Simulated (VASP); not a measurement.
# InSe: the band gap up a ladder of functionals, part 4 of 6

Aim: the band gap of InSe at many levels of theory on one cell, with the cost of each. LASPH is on for some levels and off for others; the table marks which. The start is a cell from a database of measured crystal structures.

VASP 6.6.1, plane waves and PAW; the level of theory is named at each step.

So far, least gap on mesh and path (eV): step 2 (bands, level LDA, k 4×4×4) 0.221; step 4 (bands, level r2SCAN, k 4×4×4) 0.855; step 5 (bands, level TB-mBJ, k 4×4×4) 1.37; step 6 (bands, level TPSS, k 4×4×4) 0.566; step 7 (bands, level BLYP, k 4×4×4) 0.384.

The database entry behind the starting cell differs from later determinations by our own check (c about 1.5 % long), so it need not match the best structure at ambient conditions.

## 8. Starting orbitals for the hybrid with PBEsol, k 4×4×4

This step: PBEsol; plane waves and PAW (In_d, Se) (VASP 6.6.1).

A hybrid converges badly from random orbitals, so a cheap semilocal run writes a WAVECAR on the same mesh first.

INCAR

```
SYSTEM = InSe
PREC = Accurate
ENCUT = 400
EDIFF = 1E-05
NELM = 100
ISMEAR = 0
SIGMA = 0.02
LREAL = .FALSE.
ALGO = Normal
GGA = PS
NBANDS = 25
LORBIT = 11
LWAVE = .TRUE.
LCHARG = .FALSE.
KPAR = 8
```

POSCAR

```
InSe
1.0
    2.0000000000      1.1547005384      8.4400000000
   -2.0000000000      1.1547005384      8.4400000000
    0.0000000000     -2.3094010768      8.4400000000
In Se
2 2
Direct
    0.0000000000      0.0000000000      0.0000000000
    0.1114000000      0.1114000000      0.1114000000
    0.6165000000      0.6165000000      0.6165000000
    0.8281000000      0.8281000000      0.8281000000
```

KPOINTS

```
Automatic mesh
0
Gamma
4 4 4
0 0 0
```

PAW data sets: In_d and Se (PBE family, release 64).

Run with:

```sh
> mpirun -np 8 vasp_std
```

Output:

```text
[... set-up lines as in an earlier step ...]
 entering main loop
       N       E                     dE             d eps       ncg     rms          rms(c)
DAV:   1     0.306585804101E+03    0.30659E+03   -0.14977E+04   650   0.139E+03
DAV:   2     0.174712063735E+02   -0.28911E+03   -0.28308E+03   669   0.361E+02
DAV:   3    -0.147721368722E+02   -0.32243E+02   -0.31797E+02   842   0.139E+02
DAV:   4    -0.159378617284E+02   -0.11657E+01   -0.11640E+01   769   0.295E+01
DAV:   5    -0.159931521816E+02   -0.55290E-01   -0.55284E-01  1058   0.557E+00    0.654E+00
DAV:   6    -0.155427922344E+02    0.45036E+00   -0.94287E-01   873   0.169E+01    0.396E+00
DAV:   7    -0.155110681523E+02    0.31724E-01   -0.36530E-01   898   0.484E+00    0.112E+00
DAV:   8    -0.155075075168E+02    0.35606E-02   -0.33367E-02   978   0.212E+00    0.575E-01
DAV:   9    -0.155076739278E+02   -0.16641E-03   -0.49444E-03   817   0.501E-01    0.138E-01
DAV:  10    -0.155077034420E+02   -0.29514E-04   -0.31987E-04   979   0.142E-01    0.717E-02
DAV:  11    -0.155077692815E+02   -0.65839E-04   -0.12420E-04   702   0.109E-01    0.177E-02
DAV:  12    -0.155077661897E+02    0.30918E-05   -0.10134E-05   422   0.413E-02
   1 F= -.15507766E+02 E0= -.15507766E+02  d E =-.834400E-19
 writing wavefunctions
```

Wall time 25 s (8 MPI ranks of Intel Xeon 6975P-C (Granite Rapids), shared host); peak memory 3.6 GiB.

OUTCAR, selected parts (step 8):

```text
   k-points           NKPTS =     13   k-points in BZ     NKDIM =     13   number of bands    NBANDS=     25

   NELECT =      38.0000    total number of electrons

 E-fermi :   4.1078

 k-point     1 :       0.0000    0.0000    0.0000
  band No.  band energies     occupation
    ...
     15       2.4329      2.00000
     16       2.6858      2.00000
     17       2.6858      2.00000
     18       2.7784      2.00000
     19       2.7784      2.00000
     20       5.6044      0.00000
     21       5.9693      0.00000
     22       8.3282      0.00000
     23       8.3282      0.00000
     24       9.0862      0.00000
    ...

  Total        0.6974188      0.6974188     -0.3858089     -0.0000000      0.0000000      0.0000000
  in kB        9.5545701      9.5545701     -5.2855446     -0.0000000      0.0000000      0.0000000
  external PRESSURE =       4.6078652 kB  Pullay stress =       0.0000000 kB

 POSITION                                       TOTAL-FORCE (eV/Angst)
 -----------------------------------------------------------------------------------
      0.00000      0.00000      0.00000         0.000000      0.000000      0.291238
      0.00000      0.00000      2.82065         0.000000      0.000000     -0.308266
      0.00000      0.00000     15.60978         0.000000     -0.000000     -0.096183
      0.00000      0.00000     20.96749         0.000000     -0.000000      0.113211
 -----------------------------------------------------------------------------------
    total drift:                               -0.000000     -0.000000     -0.000778

  FREE ENERGIE OF THE ION-ELECTRON SYSTEM (eV)
  ---------------------------------------------------
  free  energy   TOTEN  =       -15.5077661897 eV

  energy  without entropy=      -15.5077661897  energy(sigma->0) =      -15.50776619

[... 7 parts as in an earlier step ...]

[... 9 further parts left out ...]
```

The gap is read on the k-mesh alone, so it is an upper bound where the band edges lie off the mesh.

Numbers from this step:

* SCF cycles: 12
* bands: 25
* free energy (TOTEN): -15.51 eV
* Fermi energy: 4.108 eV
* pressure: 0.4608 GPa
* gap on the k-mesh: 0.3225 eV
* least direct gap on the k-mesh: 0.3225 eV

Force by atom:

```csv
atom,x (eV/Å),y (eV/Å),z (eV/Å),size
In1,0.000,0.000,0.291,0.291
In2,0.000,0.000,-0.308,0.308
Se3,0.000,0.000,-0.096,0.096
Se4,0.000,0.000,0.113,0.113
```

## 9. Bands with HSE06, k 4×4×4

This step: HSE06; plane waves and PAW (In_d, Se) (VASP 6.6.1).

HSE06 mixes in a quarter of exact exchange at short range, at far higher cost; in semiconductors this cures much of the gap error, while metals seldom gain.

INCAR

```
SYSTEM = InSe
PREC = Accurate
ENCUT = 400
EDIFF = 1E-06
NELM = 100
ISMEAR = 0
SIGMA = 0.02
LREAL = .FALSE.
ALGO = Normal
LHFCALC = .TRUE.
AEXX = 0.25
GGA = PE
HFSCREEN = 0.2
LASPH = .TRUE.
NBANDS = 25
PRECFOCK = Fast
LORBIT = 11
LWAVE = .FALSE.
LCHARG = .FALSE.
KPAR = 8
```

POSCAR is that of step 8.

KPOINTS is that of step 8.

KPOINTS_OPT

```
Line mode
6
Line-mode
Reciprocal
  0.00000000   0.00000000   0.00000000 GAMMA
  0.50000000   0.00000000   0.00000000 L

  0.50000000   0.00000000   0.00000000 L
  0.50000000   0.17914517  -0.17914517 B1

  0.82085483   0.50000000   0.17914517 B
  0.50000000   0.50000000   0.50000000 Z

  0.50000000   0.50000000   0.50000000 Z
  0.00000000   0.00000000   0.00000000 GAMMA

  0.00000000   0.00000000   0.00000000 GAMMA
  0.33957259   0.00000000  -0.33957259 X

  0.66042741   0.33957259   0.00000000 Q
  0.50000000   0.50000000   0.00000000 F

  0.50000000   0.50000000   0.00000000 F
  0.66042741   0.66042741   0.17914517 P1

  0.66042741   0.66042741   0.17914517 P1
  0.50000000   0.50000000   0.50000000 Z

  0.50000000   0.00000000   0.00000000 L
  0.82085483   0.33957259   0.33957259 P
```

The WAVECAR or CHGCAR of an earlier step is read.

Run with:

```sh
> mpirun -np 8 vasp_std
```

Output:

```text
[banner, memory and clock lines left out]
running    8 mpi-ranks, on    1 nodes
[...]
[... a notice as in an earlier step ...]

 LDA part: xc-table for (Slater+PW92), standard interpolation
 found WAVECAR, reading the header
 POSCAR, INCAR and KPOINTS ok, starting setup
[...]
reading WAVECAR
 the WAVECAR file was read successfully
 initial charge from wavefunction
 entering main loop
       N       E                     dE             d eps       ncg     rms          rms(c)
DAV:   1    -0.171663615951E+02   -0.17166E+02   -0.13924E+00   880   0.148E+01    0.441E+00
DAV:   2    -0.171806163423E+02   -0.14255E-01   -0.16023E-01   670   0.281E+00    0.445E+00
DAV:   3    -0.171752792627E+02    0.53371E-02   -0.22012E-02   912   0.131E+00    0.388E+00
DAV:   4    -0.171749149717E+02    0.36429E-03   -0.44666E-03   733   0.521E-01    0.243E+00
DAV:   5    -0.171747868526E+02    0.12812E-03   -0.45195E-04   909   0.246E-01    0.147E+00
DAV:   6    -0.171746916903E+02    0.95162E-04   -0.11924E-04   994   0.113E-01    0.896E-01
DAV:   7    -0.171746717455E+02    0.19945E-04   -0.53363E-05   846   0.430E-02    0.546E-01
DAV:   8    -0.171746677481E+02    0.39975E-05   -0.68503E-06   656   0.153E-02    0.332E-01
DAV:   9    -0.171746671914E+02    0.55665E-06   -0.20942E-06   586   0.107E-02
   1 F= -.17174667E+02 E0= -.17174667E+02  d E =-.104799E-20
 Start KPOINTS_OPT (optional k-point list driver)
k-point batch [1-13\54]
|                     _     ____    _    _    _____     _                     |
|                    | |   |  _ \  | |  | |  / ____|   | |                    |
|                    | |   | |_) | | |  | | | |  __    | |                    |
|                    |_|   |  _ <  | |  | | | | |_ |   |_|                    |
|                     _    | |_) | | |__| | | |__| |    _                     |
|                    (_)   |____/   \____/   \_____|   (_)                    |
|                                                                             |
|                                                                             |
|     internal error in CHECK_GEN_LAYOUT: G-vectors changed at ik:26 old:     |
|     2118 new: 2117                                                          |
|                                                                             |
|     If you are not a developer, you should not encounter this problem.      |
|     Please submit a bug report.                                             |
|                                                                             |

|                     _     ____    _    _    _____     _                     |
|                    | |   |  _ \  | |  | |  / ____|   | |                    |
|                    | |   | |_) | | |  | | | |  __    | |                    |
[...]
|     Please submit a bug report.                                             |
|                                                                             |

|                     _     ____    _    _    _____     _                     |
|                    | |   |  _ \  | |  | |  / ____|   | |                    |
|                    | |   | |_) | | |  | | | |  __    | |                    |
|                    |_|   |  _ <  | |  | | | | |_ |   |_|                    |
|                     _    | |_) | | |__| | | |__| |    _                     |
|                    (_)   |____/   \____/   \_____|   (_)                    |
|                                                                             |
|                                                                             |
|     internal error in CHECK_GEN_LAYOUT: G-vectors changed at ik:26 old:     |
|     2118 new: 2117                                                          |
|                                                                             |
|     If you are not a developer, you should not encounter this problem.      |
|     Please submit a bug report.                                             |
|                                                                             |

|                     _     ____    _    _    _____     _                     |
|                    | |   |  _ \  | |  | |  / ____|   | |                    |
|                    | |   | |_) | | |  | | | |  __    | |                    |
|                    |_|   |  _ <  | |  | | | | |_ |   |_|                    |
|                     _    | |_) | | |__| | | |__| |    _                     |
|                    (_)   |____/   \____/   \_____|   (_)                    |
|                                                                             |
|                                                                             |
|     internal error in CHECK_GEN_LAYOUT: G-vectors changed at ik:26 old:     |
|     2118 new: 2117                                                          |
|                                                                             |
|     If you are not a developer, you should not encounter this problem.      |
|     Please submit a bug report.                                             |
|                                                                             |

|                     _     ____    _    _    _____     _                     |
|                    | |   |  _ \  | |  | |  / ____|   | |                    |
|                    | |   | |_) | | |  | | | |  __    | |                    |
|                    |_|   |  _ <  | |  | | | | |_ |   |_|                    |
|                     _    | |_) | | |__| | | |__| |    _                     |
|                    (_)   |____/   \____/   \_____|   (_)                    |
|                                                                             |
|                                                                             |
|     internal error in CHECK_GEN_LAYOUT: G-vectors changed at ik:26 old:     |
|     2118 new: 2117                                                          |
|                                                                             |
|     If you are not a developer, you should not encounter this problem.      |
|     Please submit a bug report.                                             |
|                                                                             |

1
1
1
1
1
1
1
1
```

Wall time 11 min (8 MPI ranks).

The run ended with an error.

VASP's message: “internal error in CHECK_GEN_LAYOUT: G-vectors changed at ik:26 old: 2118 new: 2117”. No number of this run is used.

## 10. Starting orbitals for the hybrid with PBEsol, k 4×4×4 (run 2)

This step: PBEsol; plane waves and PAW (In_d, Se) (VASP 6.6.1).

Again a semilocal start for the hybrid that follows.

INCAR

```
SYSTEM = InSe
PREC = Accurate
ENCUT = 407
EDIFF = 1E-05
NELM = 100
ISMEAR = 0
SIGMA = 0.02
LREAL = .FALSE.
ALGO = Normal
GGA = PS
NBANDS = 25
LORBIT = 11
LWAVE = .TRUE.
LCHARG = .FALSE.
KPAR = 8
```

POSCAR is that of step 9.

KPOINTS is that of step 9.

Run with:

```sh
> mpirun -np 8 vasp_std
```

Output:

```text
[... set-up lines as in an earlier step ...]
 entering main loop
       N       E                     dE             d eps       ncg     rms          rms(c)
DAV:   1     0.306692386505E+03    0.30669E+03   -0.15154E+04   650   0.141E+03
DAV:   2     0.173605387385E+02   -0.28933E+03   -0.28224E+03   682   0.363E+02
DAV:   3    -0.147172571930E+02   -0.32078E+02   -0.31679E+02   845   0.139E+02
DAV:   4    -0.159381042395E+02   -0.12208E+01   -0.12190E+01   739   0.300E+01
DAV:   5    -0.159934940122E+02   -0.55390E-01   -0.55385E-01  1051   0.558E+00    0.655E+00
DAV:   6    -0.155432427783E+02    0.45025E+00   -0.95211E-01   881   0.169E+01    0.395E+00
DAV:   7    -0.155114648532E+02    0.31778E-01   -0.36302E-01   881   0.483E+00    0.112E+00
DAV:   8    -0.155079179994E+02    0.35469E-02   -0.32883E-02  1010   0.210E+00    0.573E-01
DAV:   9    -0.155080906668E+02   -0.17267E-03   -0.48725E-03   800   0.505E-01    0.139E-01
DAV:  10    -0.155081136857E+02   -0.23019E-04   -0.31969E-04   995   0.145E-01    0.705E-02
DAV:  11    -0.155081796442E+02   -0.65959E-04   -0.12526E-04   694   0.111E-01    0.175E-02
DAV:  12    -0.155081765493E+02    0.30949E-05   -0.10199E-05   470   0.434E-02
   1 F= -.15508177E+02 E0= -.15508177E+02  d E =-.329846E-19
 writing wavefunctions
```

Run time: 24 s. Hardware: 8 MPI ranks; peak memory 3.6 GiB; 3 min of CPU time.

OUTCAR, selected parts (step 10):

```text
   ENCUT  =  407.0 eV  29.91 Ry    5.47 a.u.  14.39 14.39 14.39*2*pi/ulx,y,z

   NELECT =      38.0000    total number of electrons

 E-fermi :   4.1093

 k-point     2 :       0.2500   -0.0000    0.0000
  band No.  band energies     occupation
    ...
     15       0.4658      2.00000
     16       1.9309      2.00000
     17       2.0864      2.00000
     18       2.2234      2.00000
     19       2.9699      2.00000
     20       5.9237      0.00000
     21       6.1202      0.00000
     22       7.9330      0.00000
     23       8.1462      0.00000
     24       8.7083      0.00000
    ...

  Total        0.7095468      0.7095468     -0.3746810     -0.0000000      0.0000000      0.0000000
  in kB        9.7207234      9.7207234     -5.1330936     -0.0000000      0.0000000      0.0000000
  external PRESSURE =       4.7694510 kB  Pullay stress =       0.0000000 kB

 POSITION                                       TOTAL-FORCE (eV/Angst)
 -----------------------------------------------------------------------------------
      0.00000      0.00000      0.00000         0.000000      0.000000      0.291095
      0.00000      0.00000      2.82065         0.000000      0.000000     -0.308105
      0.00000      0.00000     15.60978         0.000000     -0.000000     -0.096408
      0.00000      0.00000     20.96749         0.000000     -0.000000      0.113417
 -----------------------------------------------------------------------------------
    total drift:                               -0.000000     -0.000000     -0.000728

  FREE ENERGIE OF THE ION-ELECTRON SYSTEM (eV)
  ---------------------------------------------------
  free  energy   TOTEN  =       -15.5081765493 eV

  energy  without entropy=      -15.5081765493  energy(sigma->0) =      -15.50817655

[... 7 parts as in an earlier step ...]

[... 9 further parts left out ...]
```

This step gave:

```yaml
fermi_energy: 4.109 eV
pressure: 0.4769 GPa
```

Force by atom:

```
atom  x (eV/Å)  y (eV/Å)  z (eV/Å)   size
 In1     0.000     0.000     0.291  0.291
 In2     0.000     0.000    -0.308  0.308
 Se3     0.000     0.000    -0.096  0.096
 Se4     0.000     0.000     0.113  0.113
```

The run ends at a pressure of 0.48 GPa, with forces up to 0.31 eV/Å.

(Continued in part 5 of 6.)

[Lines on the potential files, build, host, timing and source positions are cut from VASP's logs without a mark.]

[Logs are printed without paths, hosts, clocks, repeated set-up lines and the standing remarks that a program may print on its own settings, such as how far it seeks lower states.]

[Hosts, paths, dates, database ids (printed as entryN), source tags and the programs' standing remarks are cut or masked in the printed files.]

[A measured line is paired with the nearest computed mode of its activity, which favours agreement.]
